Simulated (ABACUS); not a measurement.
# GaP (F-43m) in ABACUS: notebook

One crystal, GaP, is run at these levels: B86bPBE; tasks: equation of state.

All numbers are computed with ABACUS 3.10.1; they aren't measurements. Logs are shortened: lines on timing, memory, paths and dates and some standing lists are left out, and cuts for length are marked.

**The experiment to reproduce.**

“Phosphorous dimerization in GaP at high pressure”, 2017, arxiv:1709.06667 reports, for a bulk crystal of GaP: bulk modulus 87.5 ± 0.6 GPa.

The results are compared with them further down.

## Step 1: Starting point

Symmetry: F-43m, No. 216, cubic system. The conventional cell has a = 5.451 Å, b = 5.451 Å, c = 5.451 Å, α = 90.00°, β = 90.00°, γ = 90.00°. Around Ga (site symmetry -43m) lie 4 P at 2.36 Å. Around P (site symmetry -43m) lie 4 Ga at 2.36 Å.

## Step 2: Equation of state, B86bPBE, 19.03 Å³/atom (volume scaled by 0.94)

Contents of run_abacus.py:

```python
"""ABACUS run from a structure file: ASE reads it, the script writes STRU, KPT and INPUT."""
import re
import subprocess
from ase.io import read
from ase.units import Bohr

atoms = read("GaP.cif")
atoms = atoms[(-atoms.numbers).argsort(kind="stable")]  # ABACUS lists atoms element by element
pseudo = {'Ga': 'ga_pbe_v1.4.uspp.F.UPF', 'P': 'p_pbe_v1.5.uspp.F.UPF'}
orbital = {}
magmoms = None
kmesh = [6, 6, 6]
params = {
    'suffix': 'GaP',
    'calculation': 'scf',
    'basis_type': 'pw',
    'pseudo_dir': './',
    'symmetry': 1,
    'dft_functional': 'GGA_X_B86_MGC+GGA_C_PBE',
    'ecutwfc': 40,
    'pseudo_rcut': 10,
    'nspin': 1,
    'nbands': 16,
    'ks_solver': 'dav',
    'smearing_method': 'fd',
    'smearing_sigma': 0.00367493,
    'scf_thr': 1e-08,
    'scf_nmax': 100,
    'mixing_type': 'broyden',
    'mixing_beta': 0.7,
    'cal_force': 1,
    'cal_stress': 1,
    'ecutrho': 320,
    'kpar': 4,
}

symbols = atoms.get_chemical_symbols()
elements = list(dict.fromkeys(symbols))
lines = ["ATOMIC_SPECIES"] + [f"{e} {atoms.get_masses()[symbols.index(e)]:.4f} {pseudo[e]}" for e in elements]
if orbital:
    lines += ["", "NUMERICAL_ORBITAL"] + [orbital[e] for e in elements]
lines += ["", "LATTICE_CONSTANT", f"{1 / Bohr:.10f}", "", "LATTICE_VECTORS"]
lines += [" ".join(f"{x:.10f}" for x in v) for v in atoms.cell]
lines += ["", "ATOMIC_POSITIONS", "Direct"]
for e in elements:
    lines += ["", e, "0.0", str(symbols.count(e))]
    for i, p in enumerate(atoms.get_scaled_positions(wrap=False)):
        if symbols[i] == e:
            mag = "" if magmoms is None else " mag " + " ".join(str(x) for x in (magmoms[i] if isinstance(magmoms[i], list) else [magmoms[i]]))
            lines.append(" ".join(f"{x:.10f}" for x in p) + " 1 1 1" + mag)
open("STRU", "w").write("\n".join(lines) + "\n")
open("KPT", "w").write("K_POINTS\n0\nGamma\n%d %d %d 0 0 0\n" % tuple(kmesh))
open("INPUT", "w").write("INPUT_PARAMETERS\n" + "".join(f"{k:<20s}{v}\n" for k, v in params.items()))

done = subprocess.run(['mpirun', '-np', '4', 'abacus'])
if done.returncode:
    raise SystemExit(done.returncode)
log = open("OUT.GaP/running_scf.log").read()
print("final energy (eV):", re.findall(r"FINAL_ETOT_IS (\S+)", log))
```

Contents of GaP.cif:

```cif
data_GaP
_cell_length_a 3.77540863
_cell_length_b 3.77540863
_cell_length_c 3.77540863
_cell_angle_alpha 60.00000000
_cell_angle_beta 60.00000000
_cell_angle_gamma 60.00000000
_space_group_name_H-M_alt 'P1'
_space_group_name_Hall 'P 1'
_space_group_IT_number 1
loop_
_space_group_symop_operation_xyz
'x,y,z'
loop_
_atom_site_label
_atom_site_type_symbol
_atom_site_symmetry_multiplicity
_atom_site_Wyckoff_symbol
_atom_site_fract_x
_atom_site_fract_y
_atom_site_fract_z
_atom_site_occupancy
Ga1 Ga 1 a 0.0000000000 0.0000000000 0.0000000000 1
P1 P 1 a 0.7500000000 0.7500000000 0.7500000000 1
```

Potentials or basis: GBRV ultrasoft 1.5 PBE, plane waves.

Launch:

```
$ OMP_NUM_THREADS=1 python run_abacus.py > log
```

running log:

```text
ABACUS v3.10.1

               Atomic-orbital Based Ab-initio Computation at UStc

 ------------------------------------------------------------------------------------

 READING GENERAL INFORMATION
                           global_out_dir = OUT.GaP/
                           global_in_card = INPUT
                               pseudo_dir = ./
[... 8 lines left out ...]

 READING ATOM TYPE 1
                               atom label = Ga
                      L=0, number of zeta = 1
                      L=1, number of zeta = 1
                      L=2, number of zeta = 1
             number of atom for this type = 1

 READING ATOM TYPE 2
                               atom label = P
                      L=0, number of zeta = 1
                      L=1, number of zeta = 1
                      L=2, number of zeta = 1
             number of atom for this type = 1

                        TOTAL ATOM NUMBER = 2
DIRECT COORDINATES
    atom                   x                   y                   z     mag                  vx                  vy                  vz
taud_Ga1            0.0000000000        0.0000000000        0.0000000000  0.0000        0.0000000000        0.0000000000        0.0000000000
taud_P1            0.7500000000        0.7500000000        0.7500000000  0.0000        0.0000000000        0.0000000000        0.0000000000

                          Volume (Bohr^3) = 256.787
                             Volume (A^3) = 38.0519

 Lattice vectors: (Cartesian coordinate: in unit of a_0)
             +3.77541                  +0                  +0
              +1.8877             +3.2696                  +0
              +1.8877            +1.08987            +3.08261
 Reciprocal vectors: (Cartesian coordinate: in unit of 2 pi/a_0)
            +0.264872           -0.152924           -0.108134
                   -0           +0.305848           -0.108134
                   +0                  -0           +0.324401
 The esolver type has been set to : ksdft_pw

                PAO radial cut off (Bohr) = 10

 Read in pseudopotential file is ga_pbe_v1.4.uspp.F.UPF
                     pseudopotential type = US
          exchange-correlation functional = PBE
                 nonlocal core correction = 1
                        valence electrons = 19
                                     lmax = 2
                           number of zeta = 4
                     number of projectors = 6
                           L of projector = 0
                           L of projector = 0
                           L of projector = 1
                           L of projector = 1
                           L of projector = 2
                           L of projector = 2
 XC functional updated to : GGA_X_B86_MGC+GGA_C_PBE
          exchange-correlation functional = GGA_X_B86_MGC+GGA_C_PBE
                PAO radial cut off (Bohr) = 10

 Read in pseudopotential file is p_pbe_v1.5.uspp.F.UPF
                     pseudopotential type = US
          exchange-correlation functional = PBE
                 nonlocal core correction = 1
                        valence electrons = 5
                                     lmax = 2
                           number of zeta = 2
                     number of projectors = 6
                           L of projector = 0
                           L of projector = 0
                           L of projector = 1
                           L of projector = 1
                           L of projector = 2
                           L of projector = 2
 XC functional updated to : GGA_X_B86_MGC+GGA_C_PBE
          exchange-correlation functional = GGA_X_B86_MGC+GGA_C_PBE
     initial pseudo atomic orbital number = 16

 SETUP THE ELECTRONS NUMBER
            electron number of element Ga = 19
      total electron number of element Ga = 19
             electron number of element P = 5
       total electron number of element P = 5
            AUTOSET number of electrons:  = 24
                           occupied bands = 12
                                   NBANDS = 16
                                   NLOCAL = 18

%%%%%%%%%%%%%%%%%%%%%%%%%%%%%%%%%%%%%%%%%%%%%%%%%%%%%%%%%%%%%%%%%%%%%%%%%%%%%%%%%%%%%%%%%%%%%%%%%%%%%%%%%%
 Warning: the number of valence electrons in pseudopotential > 3 for Ga: [Ar] 3d10 4s2 4p1
 Pseudopotentials with additional electrons can yield (more) accurate outcomes, but may be less efficient.
 If you're confident that your chosen pseudopotential is appropriate, you can safely ignore this warning.
%%%%%%%%%%%%%%%%%%%%%%%%%%%%%%%%%%%%%%%%%%%%%%%%%%%%%%%%%%%%%%%%%%%%%%%%%%%%%%%%%%%%%%%%%%%%%%%%%%%%%%%%%%

 SETUP THE PLANE WAVE BASIS
 energy cutoff for charge/potential (unit:Ry) = 160
            fft grid for charge/potential = [ 30, 30, 30 ]
                        fft grid division = [ 1, 1, 1 ]
[... 78 lines left out ...]
                                       C4 = 0
                                       C6 = 0
                                       S1 = 6
                                       S3 = 0
                                       S4 = 6
                                       S6 = 0
               POINT GROUP IN SPACE GROUP = T_d

 SETUP K-POINTS
                                    nspin = 1
                   Input type of k points = Monkhorst-Pack(Gamma)
                                   nkstot = 216
                       right hand lattice = 1
(for reciprocal lattice: )
                             BRAVAIS TYPE = 2
                     BRAVAIS LATTICE NAME = 02. Cubic I (body-centered)
                                    ibrav = 2
                       right hand lattice = 1
(for k-lattice: )
                             BRAVAIS TYPE = 2
                     BRAVAIS LATTICE NAME = 02. Cubic I (body-centered)
                                    ibrav = 2
                       right hand lattice = 1
                        ROTATION MATRICES = 48
                               nkstot_ibz = 16
K-POINTS REDUCTION ACCORDING TO SYMMETRY
     IBZ    DIRECT_X    DIRECT_Y    DIRECT_Z  WEIGHT  ibz2bz
       1  0.00000000  0.00000000  0.00000000  0.0046       0
       2  0.16666667  0.16666667  0.16666667  0.0370       1
       3  0.33333333  0.33333333  0.33333333  0.0370       2
       4  0.50000000  0.50000000  0.50000000  0.0185       3
       5  0.16666667  0.16666667  0.00000000  0.0278       7
       6  0.33333333  0.33333333  0.16666667  0.1111       8
[... 8 lines left out ...]
      15  0.50000000  0.33333333 -0.33333333  0.1111      52
      16  0.50000000  0.33333333 -0.16666667  0.0556      58

                               nkstot now = 16
[... K-POINTS DIRECT COORDINATES: 16 rows ...]

           k-point number in this process = 4
       minimum distributed K point number = 4
[... stars of the k points ...]

[... K-POINTS CARTESIAN COORDINATES: 4 rows ...]

[... K-POINTS DIRECT COORDINATES: 4 rows ...]

 SETUP PLANE WAVES FOR WAVE FUNCTIONS
     energy cutoff for wavefunc (unit:Ry) = 40
              fft grid for wave functions = [ 30, 30, 30 ]
                    number of plane waves = 1411
                         number of sticks = 163

 PARALLEL PW FOR WAVE FUNCTIONS
     PROC   COLUMNS(POT)             PW
        1            163           1411
 --------------- sum -------------------
        1            163           1411

 SETUP NONLOCAL PSEUDOPOTENTIALS IN PLANE WAVE BASIS
 Ga non-local projectors:
 projector 1 L=0
 projector 2 L=0
 projector 3 L=1
 projector 4 L=1
 projector 5 L=2
 projector 6 L=2
 P non-local projectors:
 projector 1 L=0
 projector 2 L=0
 projector 3 L=1
 projector 4 L=1
 projector 5 L=2
 projector 6 L=2
      TOTAL NUMBER OF NONLOCAL PROJECTORS = 36

 Init Non-Local PseudoPotential table :
 Init Non-Local-Pseudopotential done.

                                     npwx = 1104

 Make real space PAO into reciprocal space.
       max mesh points in Pseudopotential = 721
     dq(describe PAO in reciprocal space) = 0.01
                                    max q = 763

 number of pseudo atomic orbitals for Ga is 4
WARNING: norm of atomic wavefunction # 4 of atomic type Ga is 0.999965, renormalized

 number of pseudo atomic orbitals for P is 2
WARNING: norm of atomic wavefunction # 2 of atomic type P is 0.999973, renormalized

 -------------------------------------------
 SELF-CONSISTENT
 -------------------------------------------
                                 init_chg = atomic

 PW ALGORITHM --------------- ION=   1  ELEC=   1--------------------------------

 Density error is 7.55109185688
                          Error Threshold = 0.01
----------------------------------------------------------
     Energy           Rydberg                 eV
----------------------------------------------------------
 E_KohnSham     -426.3680181850      -5801.0344922836
 E_Harris       -498.9130262046      -6788.0599628064
 E_Fermi        0.8216242781         11.1787717977
----------------------------------------------------------
[... 87 lines left out ...]
 Density error is 9.64140182462e-09
                          Error Threshold = 2.10229345016e-09
----------------------------------------------------------
     Energy           Rydberg                 eV
----------------------------------------------------------
 E_KohnSham     -431.0964075538      -5865.3675300618
 E_KS(sigma->0) -431.0964075534      -5865.3675300570
 E_Harris       -431.0939350208      -5865.3338895248
 E_band         -40.2347478477       -547.4218283214
 E_one_elec     -389.9573105180      -5305.6413998008
 E_Hartree      204.1345370861       2777.3928629627
 E_xc           -54.7698062790       -745.1814437512
 E_Ewald        -190.5038278421      -2591.9375494630
 E_entropy(-TS) -0.0000000007        -0.0000000096
 E_descf        0.0000000000         0.0000000000
 E_exx          0.0000000000         0.0000000000
 E_Fermi        0.6865895308         9.3415298055
----------------------------------------------------------

 charge density convergence is achieved
 final etot is -5865.3675301 eV
 EFERMI = 9.3415298055 eV

 STATE ENERGY(eV) AND OCCUPATIONS    NSPIN == 1
 1/4 kpoint (Cartesian) = 0.0000 0.0000 0.0000 (1067 pws)
       1       -85.5644     0.00925926
       2       -85.5644     0.00925926
       3       -85.5644     0.00925926
       4       -6.05206     0.00925926
       5       -6.05206     0.00925926
       6       -6.05206     0.00925926
[... 8 lines left out ...]
      15        12.4487    9.50054e-30
      16        12.4487    9.50054e-30
[... 41 lines left out ...]
       4       -6.15982      0.0370370
       5       -6.02185      0.0370370
       6       -6.02185      0.0370370
[... 8 lines left out ...]
      15        13.2807    2.25713e-36
      16        16.9914    1.32761e-68

------------------------------------------------------------------------------------------
 TOTAL-FORCE (eV/Angstrom)
------------------------------------------------------------------------------------------
                       Ga1         0.0000000000         0.0000000000         0.0000000000
                        P1         0.0000000000         0.0000000000         0.0000000000
------------------------------------------------------------------------------------------

----------------------------------------------------------------
 TOTAL-STRESS (KBAR)
----------------------------------------------------------------
        91.0241881970         0.0000000000         0.0000000000
         0.0000000000        91.0241881996        -0.0000000000
         0.0000000000         0.0000000000        91.0241881970
----------------------------------------------------------------
 TOTAL-PRESSURE: 91.024188 KBAR

 --------------------------------------------
 !FINAL_ETOT_IS -5865.3675300617660469 eV
 --------------------------------------------
```

Run time: 23 s. Hardware: 4 MPI ranks of Intel Xeon Platinum 8488C (Sapphire Rapids), shared host; peak memory 0.6 GiB.

Results:

```yaml
Free_energy: -5865.3675 eV
Pressure: 9.1 GPa
Band_gap_on_the_k_mesh: 1.55 eV, indirect (least direct gap 2.34 eV)
```

Caveat: the potentials were made for another functional, which shifts forces and pressure.

## Step 3: Equation of state, B86bPBE, 19.84 Å³/atom (volume scaled by 0.98)

run_abacus.py is that of step 2.

GaP.cif: that of step 2 with these lines changed.

```diff
@@ -1,5 +1,5 @@
 data_GaP
-_cell_length_a 3.77540863
-_cell_length_b 3.77540863
-_cell_length_c 3.77540863
+_cell_length_a 3.82821839
+_cell_length_b 3.82821839
+_cell_length_c 3.82821839
 _cell_angle_alpha 60.00000000
```

Potentials or basis: GBRV ultrasoft 1.5 PBE, plane waves.

Launch:

```
$ OMP_NUM_THREADS=1 python run_abacus.py > log
```

Wall time 22 s (4 MPI ranks of Intel Xeon Platinum 8488C (Sapphire Rapids), shared host); peak memory 0.6 GiB.

It converged, with:

- Free energy: -5865.4395 eV
- Pressure: 4.6 GPa
- Band gap on the k mesh: 1.64 eV, indirect (least direct gap 1.99 eV)

Caveat: the potentials were made for another functional, which shifts forces and pressure.

## Step 4: Equation of state, B86bPBE, 20.65 Å³/atom (volume scaled by 1.02)

run_abacus.py is that of step 3.

GaP.cif: that of step 3 with these lines changed.

```diff
@@ -1,5 +1,5 @@
 data_GaP
-_cell_length_a 3.82821839
-_cell_length_b 3.82821839
-_cell_length_c 3.82821839
+_cell_length_a 3.87961000
+_cell_length_b 3.87961000
+_cell_length_c 3.87961000
 _cell_angle_alpha 60.00000000
```

Launch:

```
$ OMP_NUM_THREADS=1 python run_abacus.py > log
```

It took 24 s on 4 MPI ranks of Intel Xeon Platinum 8488C (Sapphire Rapids), shared host; peak memory 0.64 GiB.

The run converged. Its results:

```
Free energy            : -5865.4709 eV
Pressure               : 0.9 GPa
Band gap on the k mesh : 1.62 eV, indirect (least direct gap 1.65 eV)
```

Caveat: the potentials were made for another functional, which shifts forces and pressure.

## Step 5: Equation of state, B86bPBE, 21.45 Å³/atom (volume scaled by 1.06)

run_abacus.py is that of step 4.

GaP.cif: that of step 4 with these lines changed.

```diff
@@ -1,5 +1,5 @@
 data_GaP
-_cell_length_a 3.87961000
-_cell_length_b 3.87961000
-_cell_length_c 3.87961000
+_cell_length_a 3.92967501
+_cell_length_b 3.92967501
+_cell_length_c 3.92967501
 _cell_angle_alpha 60.00000000
```

Launch:

```
$ OMP_NUM_THREADS=1 python run_abacus.py > log
```

Wall time 22 s (4 MPI ranks of Intel Xeon Platinum 8488C (Sapphire Rapids), shared host); peak memory 0.64 GiB.

The run converged. Its results:

```yaml
Free_energy: -5865.4700 eV
Pressure: -1.9 GPa
Band_gap_on_the_k_mesh: 1.34 eV, direct
```

Caveat: the potentials were made for another functional, which shifts forces and pressure.

## Step 6: Equation of state, B86bPBE

Potentials or basis: GBRV ultrasoft 1.5 PBE, plane waves.

This step only gathers the single runs of the series.

What came out:

- Equilibrium volume: 21.02 Å³/atom
- Bulk modulus: 74 GPa
- Pressure derivative of the bulk modulus: 4.9 (rough: it moves with the points fitted)

Energy against volume, from the lowest point:
| volume (Å³/atom) | energy (meV/atom) |
| --- | --- |
| 19.026 | 51.68 |
| 19.836 | 15.70 |
| 20.645 | 0.00 |
| 21.455 | 0.43 |

Caveat: the potentials were made for another functional, which shifts forces and pressure.

## Step 7: Comparison with measurements

Step 6. Against the measured bulk modulus of GaP, 87.5 GPa (“Phosphorous dimerization in GaP at high pressure”, 2017, arxiv:1709.06667), the calculated 74 GPa is off by -15.1 %. The fit is for a static lattice scaled at fixed shape and fixed fractional positions.
